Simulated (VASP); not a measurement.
# Te: molecular dynamics with a thermostat

Te, R-3m (no. 166), 8 atoms in the cell. PBE, molecular dynamics; PAW potentials Te (PBE set).

Ensemble: Nose-Hoover chain; Target temperature (K): 1000.

## Input

INCAR:
```
  GGA = PE
  PREC = Normal
  ENCUT = 200
  EDIFF = 1E-6
  NELMIN = 4
  NELM = 60
  ALGO = Fast
  LREAL = Auto
  LASPH = T
  ISMEAR = -1
  SIGMA = 0.05
  ISYM = 0
  LWAVE = F
  LCHARG = F
  IBRION = 0
  NSW = 60
  POTIM = 4.0
  TEBEG = 1000
  ISIF = 2
  RANDOM_SEED = 82827 0 0
  MDALGO = 4
  NHC_NCHAINS = 3
  NHC_PERIOD = 30
  KPAR = 2
```

KPOINTS:
```
k-points
0
Monkhorst-Pack
  2 2 2
```

POSCAR:
```
Te
1.0
    4.6118086854      2.6626289860      3.3819074078
   -4.6118086854      2.6626289860      3.3819074078
    0.0000000000     -5.3252579720      3.3819074078
Te
8
Direct
    0.2500000000      0.2500000000      0.2500000000
    0.2500000000      0.2500000000      0.7500000000
    0.2500000000      0.7500000000      0.2500000000
    0.2500000000      0.7500000000      0.7500000000
    0.7500000000      0.2500000000      0.2500000000
    0.7500000000      0.2500000000      0.7500000000
    0.7500000000      0.7500000000      0.2500000000
    0.7500000000      0.7500000000      0.7500000000
```

Commands:
```
cat potpaw_PBE.64/Te/POTCAR > POTCAR
mpirun -np 2 vasp_std > vasp.out
```

## Result

- Mean temperature (K): 1179
- Rise of the mean potential energy above the start (meV/atom): -14.3
- Electronic steps per ionic step after the first: 5.3

Course of the run:

| Time (fs) | Temperature (K) | Potential energy less the first (meV/atom) |
|---|---|---|
| 4 | 1000 | 0.0 |
| 24 | 994 | 0.7 |
| 40 | 981 | 2.2 |
| 60 | 953 | 5.5 |
| 76 | 909 | 10.8 |
| 96 | 841 | 19.5 |
| 112 | 842 | 20.8 |
| 132 | 999 | 6.2 |
| 148 | 1214 | -14.4 |
| 168 | 1467 | -37.7 |
| 184 | 1588 | -48.4 |
| 204 | 1631 | -54.5 |
| 220 | 1608 | -58.4 |
| 240 | 1525 | -65.3 |

REPORT:
```
MDALGO =   4
           NHC_NCHAINS =   3
            NHC_PERIOD =    30
            NHC_NRESPA =    1
                NHC_NS =  1
               SCALING =       0
                 CNEXP =     9.000   14.000
           RANDOM_SEED =             82827                0                0

   original number of atomic DOF:         21
   number of independent constraints:      0
   number of active DOF:                  21

========================================
         MD step No.       1
========================================

  Atomic velocities initialized by STEP_tb

  >Nose-Hoover_chains
                       xs       vs(fs^-1)
   nhc_s>   0.77957451E-09   0.77949331E-09
   nhc_s>  -0.13889371E-03  -0.13889853E-03
   nhc_s>  -0.13888889E-03  -0.13886960E-03

  >Energies
                    E_tot             E_pot             E_kin               EPS                ES
   e_b>   -0.20383059E+02   -0.21287889E+02    0.90483058E+00    0.23935520E-04   -0.23936187E-04

  >Temperature
               T_sim     T_inst
   tmprt>   1000.000   1000.006

           RANDOM_SEED =             82827               48                0

[... steps left out ...]

========================================
         MD step No.      60
========================================

  >Nose-Hoover_chains
                       xs       vs(fs^-1)
   nhc_s>  -0.39267574E-02   0.29952413E-02
   nhc_s>  -0.22045824E+01  -0.11133048E-01
   nhc_s>  -0.13162767E+00   0.10086667E-01

  >Energies
                    E_tot             E_pot             E_kin               EPS                ES
   e_b>   -0.20381799E+02   -0.21810073E+02    0.13797793E+01    0.25692068E+00   -0.20842630E+00

  >Temperature
               T_sim     T_inst
   tmprt>   1000.000   1524.912

           RANDOM_SEED =             82827               48                0
```

OSZICAR:
```
N       E                     dE             d eps       ncg     rms          rms(c)
DAV:   1     0.148674404785E+03    0.14867E+03   -0.10176E+04   232   0.620E+02
DAV:   2    -0.776285678395E+01   -0.15644E+03   -0.15016E+03   278   0.146E+02
DAV:   3    -0.206525252503E+02   -0.12890E+02   -0.12073E+02   288   0.423E+01
DAV:   4    -0.212363062838E+02   -0.58378E+00   -0.55811E+00   320   0.842E+00
DAV:   5    -0.212603407778E+02   -0.24034E-01   -0.23658E-01   307   0.145E+00    0.203E+01
RMM:   6    -0.212764245084E+02   -0.16084E-01   -0.12435E-02   232   0.528E-01    0.123E+01
RMM:   7    -0.212871043977E+02   -0.10680E-01   -0.18058E-02   245   0.683E-01    0.254E-01
RMM:   8    -0.212876115271E+02   -0.50713E-03   -0.38605E-03   261   0.226E-01    0.194E-01
RMM:   9    -0.212877417589E+02   -0.13023E-03   -0.13199E-03   268   0.110E-01    0.708E-02
RMM:  10    -0.212877845716E+02   -0.42813E-04   -0.71875E-04   273   0.548E-02    0.293E-02
RMM:  11    -0.212878272197E+02   -0.42648E-04   -0.39916E-04   283   0.294E-02    0.266E-02
RMM:  12    -0.212878508808E+02   -0.23661E-04   -0.24427E-04   240   0.131E-02    0.283E-02
[... left out ...]
     59 T=  1545. E= -.20397126E+02 F= -.21796715E+02 E0= -.21764106E+02  EK= 0.13828E+01 SP= -.23E+00 SK= 0.25E+00
[... last step whole ...]
       N       E                     dE             d eps       ncg     rms          rms(c)
DAV:   1    -0.218099062335E+02   -0.13192E-01   -0.12110E-02   416   0.218E+00    0.182E-02
RMM:   2    -0.218100399958E+02   -0.13376E-03   -0.13423E-03   232   0.106E-01    0.938E-03
RMM:   3    -0.218100664474E+02   -0.26452E-04   -0.22716E-04   253   0.430E-02    0.120E-02
RMM:   4    -0.218100719847E+02   -0.55373E-05   -0.52255E-05   236   0.180E-02    0.118E-02
RMM:   5    -0.218100725819E+02   -0.59718E-06   -0.65071E-06   161   0.704E-03
     60 T=  1525. E= -.20398610E+02 F= -.21810073E+02 E0= -.21776952E+02  EK= 0.13630E+01 SP= -.21E+00 SK= 0.26E+00
```

Limits: 240 fs of 8 atoms are too short for converged averages.

VASP 6.6.1 took 175 s on 2 cores (Intel Xeon Platinum 8488C (Sapphire Rapids)), a shared host.
